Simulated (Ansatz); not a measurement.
# Mo: LAPW beside PAW

Aim: solve Mo at one geometry with LAPW, all electrons, PAW with frozen cores and all-electron PAW on datasets made for the crystal, and see where they agree.

This is Mo in the fcc structure; at room conditions it is bcc.

Method: DFT PBE, scalar-relativistic, in Ansatz 0.2.0.

## Step 1: The starting structure

Symmetry: Fm-3m, No. 225, cubic system. The conventional cell has a = 4.030 Å, b = 4.030 Å, c = 4.030 Å, α = 90.00°, β = 90.00°, γ = 90.00°. Mo (site symmetry m-3m) has 12 Mo at 2.85 Å as nearest neighbours.

As a file:

```cif
data_structure
_symmetry_space_group_name_H-M 'Fm-3m'
_symmetry_Int_Tables_number 225
_cell_length_a 4.0300
_cell_length_b 4.0300
_cell_length_c 4.0300
_cell_angle_alpha 90.000
_cell_angle_beta 90.000
_cell_angle_gamma 90.000
_cell_volume 65.45
loop_
_atom_site_label
_atom_site_type_symbol
_atom_site_symmetry_multiplicity
_atom_site_Wyckoff_symbol
_atom_site_fract_x
_atom_site_fract_y
_atom_site_fract_z
_atom_site_occupancy
Mo1 Mo 4 a 0.00000 0.00000 0.00000 1
```

The file gives the conventional cell by its symmetry; the runs use the cell typed in the input.

The cell is a deposited one (Crystallography Open Database entry 1534907); the temperature and pressure of the measurement aren't taken into account, and nothing was relaxed.

## Step 2: LAPW, all electrons

Contents of input.yaml:

```yaml
crystal:
  lattice:
    - [0.0, 2.015, 2.015]
    - [2.015, 0.0, 2.015]
    - [2.015, 2.015, 0.0]
  atoms:
    - { symbol: Mo, position: [0.0, 0.0, 0.0] }
kpoints:
  mp_grid: { grid: [17, 17, 17] }
  band_path:
    path:
      - [0.0, 0.0, 0.0]
      - [0.5, 0.0, 0.5]
      - [0.625, 0.25, 0.625]
      - [0.375, 0.375, 0.75]
      - [0.0, 0.0, 0.0]
      - [0.5, 0.5, 0.5]
      - [0.5, 0.25, 0.75]
      - [0.5, 0.0, 0.5]
    npoints: 8
scf:
  occupations: { method: fermi_dirac, width: 0.08 }
hamiltonian:
  xc: pbe
  pseudopotentials: { kind: all_electron, lapw: { basis_error: 0.0005 } }
output:
  forces: true
  stress: true
  eigenvalues: true
  fatbands: true
  populations: true
  dos: { projected: true, de: 0.2, e_range: [-14, 8] }
```

On the command line:

```
ansatz run input.yaml --threads 1 --pin off --max-ram 2048MiB --backend cpu --events-out ev --progress --plain --runs-dir out
```

The program printed:

```text
Mo: projections on atomic orbitals take those of the free atom 1s2 2s2 2p6 3s2 3p6 3d10 4s2 4p6 4d5 5s1, of charge +0.00 (hamiltonian.pseudopotentials.projection_atoms)
LAPW: plane waves up to 8.044 Å⁻¹, error target 5.0e-4 eV per atom; small_component_spin mean_spin; Mo in spheres of 1.425 Å, 30 of its electrons in bands, Dirac shells []
Engine: ansatz 0.2.0
Pseudopotentials: kind: all_electron
Pseudopotential: Mo, LAPW, valence charge 30, Koelling and Harmon's equation, gaussian nucleus
Functional definition: PBE
  parameter kappa = 0.804
  parameter beta = 0.06672455060314922
  exchange = pbe_x(kappa = kappa, mu = beta*pi^2/3)
  correlation = pbe_c(beta = beta)
Crystal: 1 atoms, lattice volume = 16.363 Å³
Basis set: ecut = 246.55650170918452 eV, 137 PW (Γ), exchange–correlation at level 2
Bands: 19, of which v1, the nominal top of the filled ones, is band 15 counted from 1 (14 counted from 0)
Symmetry: 48 space group operations
Space group: Fm-3m (ITA 225), of the structure as read, at distance tolerance 2.5e-5 Å
k-points: 165 of 4913
Non-local potential: Mo, projectors of the file, none
Initial density: superposition of atomic densities (chi_scale 0.1, normalization cell)
Initial wavefunctions: plane waves of lowest kinetic energy (no species holds an atomic orbital)
Functional: x = pbe(κ = 0.804, μ = 0.2195149727645171), c = pbe(β = 0.06672455060314922)
iter 1 solved again at ethr=5.85e-4 eV; its pass at ethr=1.00e-1 eV (dr2=1.75e-1 eV) is discarded
SCF iter   1: F=—  HF=-110178.013923 eV  |F-HF|=—  |Δ(HF+E_count)|=         —  Δρ=4.43e-2  dr2=1.76e-1  ethr=5.85e-4  ⟨swp⟩=2.6  Hψ=19366  notcnv=0
preconditioner: auto → none  [metal: Δε(μ)=0.031 eV  Ē_g=8.017 eV  σ=0.080 eV  W_gap=0.10  n_scr=8 (ndim 8)  ℏωp=22.5 eV  f_vac=0.000  D(μ)=1.34/eV (n_scr^D=14)  sad-step TF]
SCF iter   2: F=—  HF=-110177.444298 eV  |F-HF|=—  |Δ(HF+E_count)|=   5.70e-1  Δρ=1.69e-2  dr2=3.14e-2  ethr=5.85e-4  ⟨swp⟩=2.2  Hψ=9751  notcnv=0
SCF iter   3: F=—  HF=-110177.431700 eV  |F-HF|=—  |Δ(HF+E_count)|=         —  Δρ=7.32e-3  dr2=6.11e-3  ethr=1.05e-4  ⟨swp⟩=2.0  Hψ=9084  notcnv=0
the basis was enlarged: its passes take 607.9 KiB over the memory plan, 1 of 1 planned eigensolver slots
iter 4 solved again at ethr=1.99e-7 eV; its pass at ethr=2.04e-5 eV (dr2=5.98e-5 eV) is discarded
SCF iter   4: F=—  HF=-110177.431114 eV  |F-HF|=—  |Δ(HF+E_count)|=   5.86e-4  Δρ=6.80e-4  dr2=5.96e-5  ethr=1.99e-7  ⟨swp⟩=2.0  Hψ=15480  notcnv=0
SCF iter   5: F=—  HF=-110177.431112 eV  |F-HF|=—  |Δ(HF+E_count)|=   1.93e-6  Δρ=4.85e-5  dr2=3.07e-7  ethr=1.99e-7  ⟨swp⟩=2.0  Hψ=9143  notcnv=0
SCF iter   6: F=-110177.431112 eV  HF=-110177.431112 eV  |F-HF|=9.75e-10  |Δ(HF+E_count)|=   2.24e-7  Δρ=1.93e-6  dr2=3.21e-10  ethr=1.02e-9  ⟨swp⟩=3.0  Hψ=9412  notcnv=0
SCF 1 converged in 6 iterations: F = -110177.431112 eV  dr2 = 3.21e-10
NSCF: frozen V_eff on 57 k-points
SCF converged after 6 iterations
Free energy (F): -110177.431112 eV
Harris-Foulkes:  -110177.431112 eV  (|F-HF|=9.75e-10)
Internal energy: -110177.402008 eV  (E = F + TS)
E sigma→0 (E₀):  -110177.416560 eV
Entropy (-TS):   -0.029103 eV (-29.103 meV/atom)
Fermi energy:    21.839733 eV
--- Per-component energies (eV) ---
  E_band       = -4112.052785
  E_kinetic    = 114176.019760
  E_xc         = -3370.655100
  E_electrostatic = -220982.766668  (all electrons and nuclei)
  E_smearing   = -0.029103  (= −TS)
  E_closure    = 0.000000  (closes the sum)
  E_atoms      = -110166.923224  (free atoms, spherical and without spin; not in F)
  Σ components = -110177.431112   (vs F -110177.431112, Δ=0.00e0)
  Basis errors (estimates in eV, not in F): energy 9.9e-5 per atom: plane waves 7.9e-5 (4.0e-5 summed), levels above the bands 1.2e-65, relativity 4.2e-8, radial functions 2.0e-5, core shells 4.3e-8; eigenvalues (radial functions only) 1.6e-6; not estimated: angular momenta, meshes, grids; target (lapw.basis_error) 5.0e-4; muffin-tin radii Mo 1.425 Å
--- Forces (eV/Å), atoms counted from 1 ---
  atom   1  Mo    -0.00000000    -0.00000000     0.00000000
  max |Σ_I F_I| component: 3.44e-32 eV/Å
--- Stress (GPa, compression-positive) ---
       -4.589596       0.000000       0.000000
        0.000000      -4.589596      -0.000000
        0.000000      -0.000000      -4.589596
  P = ⅓ Tr σ = -4.5896 GPa (-45.896 kbar)
--- Band table (eV; the first three rows and the last of 165) ---
  k-point 0: bands = ["-353.5498", "-353.5498", "-353.5498", "-195.4415", "-195.4415", "-195.4222", "-195.4222", "-195.4222", "-38.8842", "-12.2630", "-12.2630", "-12.2630", "15.1763", "21.1575", "21.1575", "21.1575", "23.7512", "23.7512", "34.8273"]
  k-point 1: bands = ["-353.5498", "-353.5498", "-353.5498", "-195.4415", "-195.4415", "-195.4222", "-195.4222", "-195.4222", "-38.8774", "-12.3066", "-12.2685", "-12.2685", "15.3144", "21.0636", "21.2200", "21.2200", "23.7012", "23.7012", "35.0890"]
  k-point 2: bands = ["-353.5498", "-353.5498", "-353.5498", "-195.4415", "-195.4415", "-195.4222", "-195.4222", "-195.4222", "-38.8578", "-12.4303", "-12.2841", "-12.2841", "15.7077", "20.8290", "21.3798", "21.3798", "23.5942", "23.5942", "35.7905"]
  k-point 164: bands = ["-353.5498", "-353.5498", "-353.5498", "-195.4415", "-195.4415", "-195.4222", "-195.4222", "-195.4222", "-38.6118", "-13.0961", "-13.0206", "-12.7067", "18.5102", "19.8231", "20.3083", "23.1596", "26.2212", "31.7482", "32.7959"]
--- Löwdin populations: 1 site ---
  site symbol       q [e]
     0     Mo     41.9397
  spilling = 0.001435 (of n_electrons = 42.000000)
```

It took 31 s on 1 thread, shared host.

Read from it: pressure -4.59 GPa; no gap.

At the corners of the path (eV, zero at the Fermi level):

| point | band 12 | band 13 | band 14 | band 15 | band 16 | band 17 | band 18 |
| --- | --- | --- | --- | --- | --- | --- | --- |
| Γ | -34.10 | -6.66 | -0.68 | -0.68 | -0.68 | 1.91 | 1.91 |
| X | -34.54 | -4.81 | -4.15 | 3.86 | 3.89 | 4.47 | 4.47 |
| U | -34.45 | -3.84 | -2.91 | 0.09 | 2.08 | 3.61 | 8.98 |
| K | -34.45 | -3.84 | -2.91 | 0.09 | 2.08 | 3.61 | 8.98 |
| Γ | -34.10 | -6.66 | -0.68 | -0.68 | -0.68 | 1.91 | 1.91 |
| L | -34.26 | -4.50 | -0.86 | -0.86 | 1.47 | 3.90 | 3.90 |
| W | -34.56 | -3.34 | -1.76 | -1.76 | 1.27 | 4.48 | 10.57 |
| X | -34.54 | -4.81 | -4.15 | 3.86 | 3.89 | 4.47 | 4.47 |

States per cell in windows of 1 eV (zero at the Fermi level; grid of 0.20 eV, so sharp peaks spill over the borders):

| from | to | total | Mo 4d | Mo 5s |
| --- | --- | --- | --- | --- |
| -7 | -6 | 0.02 | 0.00 | 0.01 |
| -6 | -5 | 0.09 | 0.00 | 0.07 |
| -5 | -4 | 0.47 | 0.28 | 0.17 |
| -4 | -3 | 1.46 | 1.24 | 0.19 |
| -3 | -2 | 1.11 | 1.05 | 0.04 |
| -2 | -1 | 1.10 | 1.01 | 0.06 |
| -1 | 0 | 1.60 | 1.45 | 0.11 |
| 0 | 1 | 1.07 | 0.96 | 0.07 |
| 1 | 2 | 1.11 | 1.04 | 0.05 |
| 2 | 3 | 0.89 | 0.83 | 0.04 |
| 3 | 4 | 1.26 | 1.19 | 0.04 |
| 4 | 5 | 0.62 | 0.52 | 0.08 |

## Step 3: PAW with frozen cores

Changes to input.yaml since step 2:

```diff
@@ -24,3 +24,3 @@
   xc: pbe
-  pseudopotentials: { kind: all_electron, lapw: { basis_error: 0.0005 } }
+  pseudopotentials: { kind: paw }
 output:
@@ -29,4 +29,9 @@
   eigenvalues: true
-  fatbands: true
+  efg: { contact_densities: true }
   populations: true
+  bader: true
   dos: { projected: true, de: 0.2, e_range: [-14, 8] }
+  write_density: true
+  write_potential: true
+  elf: true
+  volumetric_format: npy
```

On the command line:

```
ansatz run input.yaml --threads 1 --pin off --max-ram 2048MiB --backend cpu --events-out ev --progress --plain --runs-dir out
```

The program printed (excerpt; [...] marks lines left out):

```text
Mo: output.efg is read without spin–orbit coupling, which moves field gradients at and beside such atoms by some per cent and up to a factor of two; PAW files take it under magnetization.noncollinear and magnetization.spin_orbit
[...]
Pseudopotentials: kind: paw
Pseudopotential: Mo, paw, valence charge 14, recommended cutoff 420 eV (normal)
[... 1 set-up line as earlier in the session ...]
[...]
Crystal: 1 atoms, lattice volume = 16.363 Å³
Basis set: ecut = 420 eV, 331 PW (Γ), exchange–correlation on 40×40×40 points (8 copies of the dense FFT grid, shifted against one another)
Bands: 11, of which v1, the nominal top of the filled ones, is band 7 counted from 1 (6 counted from 0)
[... 2 set-up lines as earlier in the session ...]
k-points: 165 of 4913
[...]
  atom   1  Mo    -0.00000000     0.00000000     0.00000000
[...]
--- Stress (GPa, compression-positive) ---
       -4.614921       0.000000       0.000000
        0.000000      -4.614921       0.000000
       -0.000000       0.000000      -4.614921
  P = ⅓ Tr σ = -4.6149 GPa (-46.149 kbar)
--- PAW observables at the nuclei: V_zz in 10²¹ V/m², potentials from the cell's mean, atoms counted from 1 ---
  atom   1  Mo V_zz =    +0.000000   η = 0.0000   by run symmetry: forbidden
            electrostatic potential = -6361.725100 V   contact ρ = 595276.381781 e/Å³
--- Band table (eV; the first three rows and the last of 165) ---
  k-point 0: bands = ["-41.1216", "-14.5014", "-14.5014", "-14.5014", "12.9395", "18.9192", "18.9192", "18.9192", "21.5126", "21.5126", "32.5951"]
[...]
--- Löwdin populations: 1 site ---
  site symbol       q [e]
     0     Mo     13.9330
  spilling = 0.004782 (of n_electrons = 14.000000)
--- Bader charges: 1 site ---
  site symbol  charge [e]  shift [e]
     0     Mo      0.0000     0.0000
  estimated error of the sums over rays = 8.8e-7 e
```

It took 9.1 s on 1 thread, shared host.

Read from it: pressure -4.61 GPa; no gap.

The fields are shown in the conventional cell of this run's space group, carried over from its grid by interpolation.

Density in a lattice plane of the grid's cell (edges 4.03 and 4.03 Å, at 0.000 of the third edge), which holds Mo.

Ten even steps from ' ' (0.18 e/Å³) to '@' (6.54 e/Å³):
```
@@@@@@**--..                          ..--**@@@@
%%%%##==::..                          ..::==##%%
++++==::..                              ..::==++
::::....                                  ....::
                                                
                  ....::::::....                
                ..::==++++++==::..              
              ..::==##%%%%%%##==::..            
              ..--**@@@@@@@@@@**--..            
              ..==##@@@@@@@@@@##==..            
              ..--**@@@@@@@@@@**--..            
              ..::==##%%%%%%##==::..            
                ..::==++++++==::..              
                  ....::::::....                
                                                
::::....                                  ....::
++++==::..                              ..::==++
%%%%##==::..                          ..::==##%%
@@@@@@**--..                          ..--**@@@@
@@@@@@##==..                          ..==##@@@@
```
Columns run along the first of these edges and rows up along the second, over one cell in 24 and 20 even steps from the bottom left corner. Atoms in the plane (fractional): Mo at (0.00, 0.00), Mo at (0.50, 0.50).

ELF in the same plane.

Ten even steps from '0' (0.17) to '9' (0.73):
```
469974001234443210047996
899963001233333210036999
998641112221112221114689
554211122100000122111245
100011211000100011211000
000122111245554211122100
112221114689998641112221
333210036999899963001233
443210047996469974001234
443200148974147984100234
443210047996469974001234
333210036999899963001233
112221114689998641112221
000122111245554211122100
100011211000100011211000
554211122100000122111245
998641112221112221114689
899963001233333210036999
469974001234443210047996
147984100234443200148974
```
Columns run along the first of these edges and rows up along the second, over one cell in 24 and 20 even steps from the bottom left corner. Atoms in the plane (fractional): Mo at (0.00, 0.00), Mo at (0.50, 0.50).

Both are smooth fields of the valence electrons: close to the nuclei they are not physical.

Outside the cores ELF peaks at 0.48 between the atoms, 1.7 Å from Mo.

## Step 4: All-electron PAW on datasets made for the crystal

Changes to input.yaml since step 3:

```diff
@@ -24,3 +24,3 @@
   xc: pbe
-  pseudopotentials: { kind: paw }
+  pseudopotentials: { kind: all_electron, datasets: crystal }
 output:
@@ -30,8 +30 @@
   efg: { contact_densities: true }
-  populations: true
-  bader: true
-  dos: { projected: true, de: 0.2, e_range: [-14, 8] }
-  write_density: true
-  write_potential: true
-  elf: true
-  volumetric_format: npy
```

On the command line:

```
ansatz run input.yaml --threads 1 --pin off --max-ram 2048MiB --backend cpu --events-out ev --progress --plain --runs-dir out
```

The program printed (excerpt; [...] marks lines left out):

```text
[...]
Mo: output.efg is read without spin–orbit coupling, which moves field gradients at and beside such atoms by some per cent and up to a factor of two; PAW files take it under magnetization.noncollinear and magnetization.spin_orbit
[...]
[... 1 set-up line as earlier in the session ...]
Pseudopotential: Mo, paw, valence charge 14, recommended cutoff 300 eV (normal), Koelling and Harmon's equation, gaussian nucleus
[... 1 set-up line as earlier in the session ...]
[...]
Crystal: 1 atoms, lattice volume = 16.363 Å³
Basis set: ecut = 300 eV, 181 PW (Γ), exchange–correlation on 36×36×36 points (8 copies of the dense FFT grid, shifted against one another)
Bands: 7, of which v1, the nominal top of the filled ones, is band 3 counted from 1 (2 counted from 0)
[... 2 set-up lines as earlier in the session ...]
k-points: 165 of 4913
[...]
Fermi energy:    21.839775 eV
[...]
  The terms above E_closure are by the made datasets' own strengths, without shells solved beside the bands.
--- Forces (eV/Å), atoms counted from 1 ---
  atom   1  Mo    -0.00000000    -0.00000000     0.00000000
[...]
--- Stress (GPa, compression-positive) ---
       -4.586480      -0.000000       0.000000
       -0.000000      -4.586480       0.000000
       -0.000000       0.000000      -4.586480
  P = ⅓ Tr σ = -4.5865 GPa (-45.865 kbar)
  It holds what live shells' own plane waves past their cutoff add
--- PAW observables at the nuclei: V_zz in 10²¹ V/m², potentials from the cell's mean, atoms counted from 1 ---
  atom   1  Mo V_zz =    -0.000000   η = 0.0000   by run symmetry: forbidden
            electrostatic potential = -6361.828764 V   contact ρ = 595330.517791 e/Å³
--- Band table (eV; the first three rows and the last of 165) ---
  k-point 0: bands = ["15.1763", "21.1575", "21.1575", "21.1575", "23.7513", "23.7513"]
[...]
```

Wall time 20 s (1 thread, shared host).

This run gives: pressure -4.59 GPa; no gap.

| atom | contact density (e/Å³) |
| --- | --- |
| Mo | 595330.5 |

## Step 5: Comparison

```
          method  pressure (GPa)  SCF cycles, all passes
            LAPW           -4.59                       6
             PAW           -4.61                       6
crystal datasets           -4.59                       8
```

## Step 6: Outcome

| quantity | value |
| --- | --- |
| pressure | LAPW -4.59, PAW -4.61, crystal datasets -4.59 GPa |
| gap (LAPW) | none |
| highest ELF (PAW) | 0.48, 1.70 Å from Mo |

**Reading.** At this geometry the cell is under tension of 4.6 GPa, so it would shrink if let go. Bands cross the Fermi level: the crystal is a metal at this level. Within 0.3 eV of the Fermi level the largest projected share is Mo 4d (93 %). The projection holds only the free atom's occupied shells (Mo 5s, Mo 4d in this range). In pressure, PAW differs from LAPW by -0.03 GPa. The price, with the outputs that each input asks for: 31 s for LAPW against 9.1 s for PAW, about 3 to one.
